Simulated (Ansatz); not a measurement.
# Ir: the cost of one run

Program: Ansatz 0.2.0. Level of theory: DFT PBE, scalar-relativistic, plane waves, PAW. These are calculated values, not measurements.

3 further runs of the same task are left out: 1 for a known fault of the program, 1 that didn't finish, 1 set aside as unsound or not needed.

## Step 1: Starting point

Symmetry: P6_3/mmc, No. 194, hexagonal system. The conventional cell has a = 2.492 Å, b = 2.492 Å, c = 8.093 Å, α = 90.00°, β = 90.00°, γ = 120.00°. Co (site symmetry -3m) has 12 Co at 2.48 to 2.49 Å as nearest neighbours. Co (site symmetry -6m2) has 12 Co at 2.48 to 2.49 Å as nearest neighbours.

As a file:

```
CELL_PARAMETERS angstrom
2.49160 0.00000 0.00000
-1.24580 2.15778 0.00000
0.00000 0.00000 8.09332
ATOMIC_POSITIONS crystal
Co 0.00000 0.00000 0.00000
Co 0.33333 0.66667 0.25000
Co 0.00000 0.00000 0.50000
Co 0.66667 0.33333 0.75000
```

It goes back to an entry of the Materials Project.

This cell was relaxed beforehand with the same method: volume 10.88 Å³/atom, gap on the mesh none (metal), site moments up to 1.7 μB.

## Step 2: The substitution Co → Ir

Ir starts from the relaxed positions of Co, with all lengths scaled by 1.079, a guess from tabulated radii.

## Step 3: Probe: one point at the start (Ir)

Input file input.yaml:

```yaml
crystal:
  lattice:
    - [2.6877098022, 0.0, 0.0]
    - [-1.3438549011, 2.3276249667, 0.0]
    - [0.0, 0.0, 8.7303467939]
  atoms:
    - { symbol: Ir, position: [0.0, 0.0, 0.0] }
    - { symbol: Ir, position: [0.3333333333, 0.6666666667, 0.25] }
    - { symbol: Ir, position: [0.0, 0.0, 0.5] }
    - { symbol: Ir, position: [0.6666666667, 0.3333333333, 0.75] }
basis:
  ecutwfc: 420
kpoints:
  mp_grid: { grid: [6, 6, 2] }
hamiltonian:
  xc: pbe
scf:
  occupations: { method: gaussian, width: 0.1 }
output:
  forces: true
  stress: true
  eigenvalues: true
```

Run with:

```console
> ansatz run input.yaml --threads 1 --pin off --max-ram 2560MiB --backend cpu --events-out ev --progress --plain --runs-dir out
```

**Question.** How long does this run take on 1 thread of Arm Neoverse V2, shared host, and how much memory does it need?

About 1.2 s, with a peak of 0.29 GiB.
